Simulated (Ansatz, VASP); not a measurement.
# CaO (Lime): VASP beside Ansatz, part 2 of 2

Wanted: the spread between two codes on one cell, functional and k mesh. The cell is taken from a series of VASP runs on this material, whose earlier steps may have relaxed, scaled or displaced it; both programs get it as it stands.

VASP 6.6.1 and Ansatz 0.2.0.

So far. Step 4 (Side by side): The walks stopped with -0.03 GPa left in Ansatz and -0.01 GPa in VASP; each walk ends within a tolerance, so the volume difference is uncertain by about these residues over the bulk modulus, most in soft cells.

**5. Ansatz: relaxation of cell and atoms, r2SCAN with rVV10**

Level of this step: Ansatz beside VASP: Kohn-Sham DFT, plane waves, r2SCAN with rVV10 (Ansatz).

The relaxed volume is the usual yardstick between codes: its relative difference is about their pressure difference at one cell divided by the bulk modulus. The cell compared in this pair holds 27.56 Å³, against 27.24 Å³ for the pair before.

The cell is taken from a series of VASP runs on this material, whose earlier steps may have relaxed, scaled or displaced it; both programs get it as it stands.

input.yaml

```yaml
crystal:
  lattice:
    - [0.0, 2.3975843269, 2.3975843269]
    - [2.3975843269, 0.0, 2.3975843269]
    - [2.3975843269, 2.3975843269, 0.0]
  atoms:
    - { symbol: Ca, position: [0.0, 0.0, 0.0] }
    - { symbol: O, position: [0.5, 0.5, 0.5] }
hamiltonian:
  xc: r2scan
  pseudopotentials: { kind: paw }
  dispersion: rvv10
kpoints:
  mp_grid: { grid: [8, 8, 8] }
scf:
  occupations: { method: gaussian, width: 0.03 }
relax:
  f_tol: 0.01
  max_steps: 60
  cell: { stress_tol: 0.05 }
output:
  forces: true
  stress: true
```

Command:

```sh
$ ansatz run input.yaml --threads 4 --pin off --max-ram 9216MiB --backend cpu --events-out ev --progress --plain --runs-dir out
```

Numbers of over 12 decimals in the logs are rounded to 6 here.

What it wrote:

```text
[...]
Crystal: 2 atoms, lattice volume = 27.565 Å³
Basis set: ecut = 500 eV, 725 PW (Γ), exchange–correlation on 120×120×120 points (64 copies of the dense FFT grid, shifted against one another)
Bands: 12, of which v1, the nominal top of the filled ones, is band 8 counted from 1 (7 counted from 0)
Symmetry: 48 space group operations
[...]
k-points: 29 of 512
[...]
-0.001481      -0.000000      -0.000000
       -0.000000      -0.001481      -0.000000
       -0.000000      -0.000000      -0.001481
  P = ⅓ Tr σ = -0.0015 GPa (-0.015 kbar)
--- Relaxed structure (3 steps of the walk, 3 accepted, 1 SCFs on fresh bases) ---
[...]
cell:  # Å, volume = 27.3040 Å³
    - [0, 2.390004, 2.390004]
    - [2.390004, 0, 2.390004]
    - [2.390004, 2.390004, 0]
  atoms:
    - { symbol: Ca, position: [0, 0, 0] }
    - { symbol: O, position: [0.5, 0.5, 0.5] }
[key lines of the parts left out:]
SCF converged after 5 iterations
Free energy (F): -2393.133745 eV
Fermi energy:    9.595375 eV
```

Elapsed: 3.2 s, on 4 threads of Arm Neoverse V2, shared host; peak memory 0.42 GiB.

**6. VASP: relaxation of cell and atoms, r2SCAN with rVV10**

The same cell, functional, mesh and smearing now go to VASP, with its own data sets and cutoff.

INCAR

```
SYSTEM = CaO
PREC = Accurate
ENCUT = 520
EDIFF = 1E-06
NELM = 100
ISMEAR = 0
SIGMA = 0.03
LREAL = .FALSE.
ALGO = Normal
METAGGA = R2SCAN
LUSE_VDW = .TRUE.
IVDW_NL = 2
BPARAM = 11.95
CPARAM = 0.0093
LASPH = .TRUE.
NBANDS = 14
LORBIT = 11
LWAVE = .FALSE.
LCHARG = .FALSE.
KPAR = 4
IBRION = 2
NSW = 50
ISIF = 3
EDIFFG = -0.006
```

POSCAR

```
CaO
1.0
    0.0000000000      2.3975843269      2.3975843269
    2.3975843269      0.0000000000      2.3975843269
    2.3975843269      2.3975843269      0.0000000000
Ca O
1 1
Direct
    0.0000000000      0.0000000000      0.0000000000
    0.5000000000      0.5000000000      0.5000000000
```

KPOINTS

```
Automatic mesh
0
Gamma
8 8 8
0 0 0
```

PAW data sets: Ca_sv and O (PBE family, release 64).

Command:

```sh
$ mpirun -np 4 vasp_std
```

What it wrote:

```text
[banner, memory and clock lines left out]
running    4 mpi-ranks, on    1 nodes
[...]
|                                                                             |
|               ----> ADVICE to this user running VASP <----                  |
|                                                                             |
|     You have switched on vdW-DFT.                                           |
|     This routine was written and supplied by Jiri Klimes. We recommend      |
|     that you carefully read and cite the following publications:            |
|       J. Klimes, D.R. Bowler, A. Michelides                                 |
|          J. Phys.: Cond Matt. 22 022201 (2010)                              |
|       J. Klimes, D.R. Bowler, A. Michelides                                 |
|          Phys. Rev. B. 83, 195131 (2011)                                    |
|     and references therein.                                                 |
|                                                                             |

[...]
DAV:   3    -0.190349984007E+02    0.64356E-05   -0.11948E-05  1240   0.476E-02    0.797E-03
Total rVV10 correction in eV:      0.4173998    16.0032789
Total rVV10 correction in eV:      0.4173998    16.0032789
Total rVV10 correction in eV:      0.4173998    16.0032789
Total rVV10 correction in eV:      0.4173998    16.0032789
DAV:   4    -0.190349971289E+02    0.12718E-05   -0.60138E-06  1282   0.253E-02    0.157E-03
Total rVV10 correction in eV:      0.4173997    16.0032789
Total rVV10 correction in eV:      0.4173997    16.0032789
Total rVV10 correction in eV:      0.4173997    16.0032789
Total rVV10 correction in eV:      0.4173997    16.0032789
DAV:   5    -0.190349969302E+02    0.19871E-06   -0.73582E-08   418   0.345E-03
Total rVV10 correction in eV:      0.4174003    16.0032789
Total rVV10 correction in eV:      0.4174003    16.0032789
Total rVV10 correction in eV:      0.4174003    16.0032789
Total rVV10 correction in eV:      0.4174003    16.0032789
Total rVV10 correction in eV:      0.4173983    16.0032789
Total rVV10 correction in eV:      0.4173983    16.0032789
Total rVV10 correction in eV:      0.4173983    16.0032789
Total rVV10 correction in eV:      0.4173983    16.0032789
   3 F= -.19034997E+02 E0= -.19034997E+02  d E =0.117061E-05
[...]
reached required accuracy - stopping structural energy minimisation
```

From OUTCAR (step 6):

```text
  Total        0.0117615      0.0117615      0.0117615      0.0000000      0.0000000      0.0000000
  in kB        0.6840897      0.6840897      0.6840897      0.0000000      0.0000000      0.0000000
  external PRESSURE =       0.6840897 kB  Pullay stress =       0.0000000 kB

 POSITION                                       TOTAL-FORCE (eV/Angst)
 -----------------------------------------------------------------------------------
      0.00000      0.00000      0.00000         0.000000      0.000000     -0.000000
      2.39705      2.39705      2.39705         0.000000     -0.000000      0.000000
 -----------------------------------------------------------------------------------
    total drift:                                0.000000      0.000000      0.000000

  FREE ENERGIE OF THE ION-ELECTRON SYSTEM (eV)
  ---------------------------------------------------
  free  energy   TOTEN  =       -19.0349969302 eV

  energy  without entropy=      -19.0349969302  energy(sigma->0) =      -19.03499693

[... 2 parts as in an earlier step ...]

[... 2 further parts left out ...]
[key lines of the parts left out:]
E-fermi :   2.2108
```

**7. Differences**

What differs besides the data sets and the points named for the pairs above, as far as they apply: VASP keeps PBE cores, Ansatz makes them for the functional; the cutoff is 500 eV in Ansatz and 520 eV in VASP. Total energies have different zeros and are not compared.

Both answers:

| quantity | Ansatz | VASP | difference |
| --- | --- | --- | --- |
| volume (Å³) | 27.30 | 27.55 | -0.88 % |
| edge a after relaxation, in the typed setting (Å) | 3.380 | 3.390 | -0.29 % |

The walks stopped with 0.00 GPa left in Ansatz and 0.07 GPa in VASP; each walk ends within a tolerance, so the volume difference is uncertain by about these residues over the bulk modulus, most in soft cells.

**8. What came out**

| Property | Result |
| --- | --- |
| difference in volume (relaxation of cell and atoms, PBEsol) | -0.54 % |
| difference in volume (relaxation of cell and atoms, r2SCAN with rVV10) | -0.88 % |

What this shows: The difference in volume is -0.88 % (relaxation of cell and atoms, r2SCAN with rVV10), within the 1.2 % picked in this series as the mark of a large difference, as far as the stopping tolerances let one tell. How closely two codes agree says nothing of how well the functional describes the real material.

[Lines on the potential files, build, host, timing and source positions are cut from VASP's logs without a mark.]

[Logs are printed without paths, hosts, clocks, repeated set-up lines and the standing remarks that a program may print on its own settings, such as how far it seeks lower states.]

[Hosts, paths, dates, database ids (printed as entryN), source tags and the programs' standing remarks are cut or masked in the printed files.]
